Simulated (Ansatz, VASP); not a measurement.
## One calculation of Sc, two programs

POSCAR

```
Sc
1.0
   -2.0054161103      2.0054161103      1.7708658690
    2.0054161103     -2.0054161103      1.7708658690
    2.0054161103      2.0054161103     -1.7708658690
Sc
1
Direct
    0.0000000000      0.0000000000      0.0000000000
```

Contents of INCAR.step1:

```
SYSTEM = Sc
PREC = Accurate
ENCUT = 520
ISMEAR = 0
SIGMA = 0.1
LREAL = .FALSE.
LASPH = .TRUE.
NELM = 80
NBANDS = 12
GGA = PE
ALGO = Normal
EDIFF = 1E-4
LWAVE = .TRUE.
LCHARG = .FALSE.
```

The input INCAR.step2:

```
SYSTEM = Sc
PREC = Accurate
ENCUT = 520
EDIFF = 1E-6
ISMEAR = 0
SIGMA = 0.1
LREAL = .FALSE.
LASPH = .TRUE.
NELM = 80
ALGO = Normal
ISIF = 2
LWAVE = .FALSE.
LCHARG = .FALSE.
METAGGA = R2SCAN
LMIXTAU = .TRUE.
NBANDS = 12
ISTART = 1
```

File KPOINTS:

```
regular mesh
0
G
  16 16 16
  0 0 0
```

Input for Ansatz:

```yaml
crystal:
  lattice:
    - [-2.0054161103, 2.0054161103, 1.770865869]
    - [2.0054161103, -2.0054161103, 1.770865869]
    - [2.0054161103, 2.0054161103, -1.770865869]
  atoms:
    - { symbol: Sc, position: [0.0, 0.0, 0.0] }
basis:
  ecutwfc: 500
kpoints:
  mp_grid: { grid: [16, 16, 16] }
hamiltonian:
  xc: r2scan
scf:
  occupations: { method: gaussian, width: 0.1 }
output:
  forces: true
  stress: true
  eigenvalues: true
  populations: true
```

Alike in both runs: task single point; functional r2SCAN; k mesh 16 × 16 × 16; occupations gaussian, width 0.1 eV; no spin polarisation.

```csv
,VASP,Ansatz
version,VASP 6.6.1,Ansatz 0.2.0
potentials or method,"VASP PAW PBE potentials, release 64 (Sc_sv)","scalar-relativistic, plane waves, PAW"
plane-wave cutoff (eV),520,500
valence electrons in the cell,11,11
```

|  | VASP | Ansatz | Ansatz less VASP |
| --- | --- | --- | --- |
| gap on the k mesh at the Fermi level (eV) | none | none | - |
| pressure (GPa) | -5.5 | -5.7 | -0.13 |
| largest component of the traceless stress (GPa) | 1.89 | 1.88 | -0.001 |

A gap of «none» marks a metal or a gap that the smearing closes. The functional is the same, so the differences come from potentials, cutoffs and numerics.

Caveats: the PAW data sets were made with another functional, which shifts forces and pressure a little (VASP).
